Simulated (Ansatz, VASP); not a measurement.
ZnO: VASP beside Ansatz

```
Zn O
1.0
     3.10130    0.00000    0.00000
    -1.55065    2.68580    0.00000
     0.00000    0.00000    5.41549
Zn O
2 2
Direct
  0.66667 0.33333 0.51078
  0.33333 0.66667 0.01078
  0.66667 0.33333 0.86953
  0.33333 0.66667 0.36953
```

Change from the starting cell: biaxial strain in the a-b plane, c and atoms relaxed: -4.0 %.

Alike in both runs: functional PBEsol; k mesh 9 × 9 × 6; occupations gaussian, width 0.02 eV; no spin polarisation.

Ansatz relaxed the structure, and its values are those at the end. VASP's run is a single point on that final structure, the one shown.

```csv
,VASP,Ansatz
version,VASP 6.6.1,Ansatz 0.2.0
potentials or method,"VASP PAW PBE potentials, release 64 (Zn, O)","scalar-relativistic, plane waves, PAW"
plane-wave cutoff (eV),520,420
valence electrons in the cell,36,36
```

VASP gave:

```
gap on the k mesh at the Fermi level (eV) : 0.62
least direct gap on the mesh (eV)         : 0.62
pressure (GPa)                            : 7.1
rms of the force components (eV/Å)        : 0.010
```

Task: What did Ansatz give for the same quantities?

Result: gap on the k mesh at the Fermi level (eV): 0.63; least direct gap on the mesh (eV): 0.63; pressure (GPa): 6.0; rms of the force components (eV/Å): 0.000.

Caveats: the PAW data sets were made with another functional, which shifts forces and pressure a little (VASP).
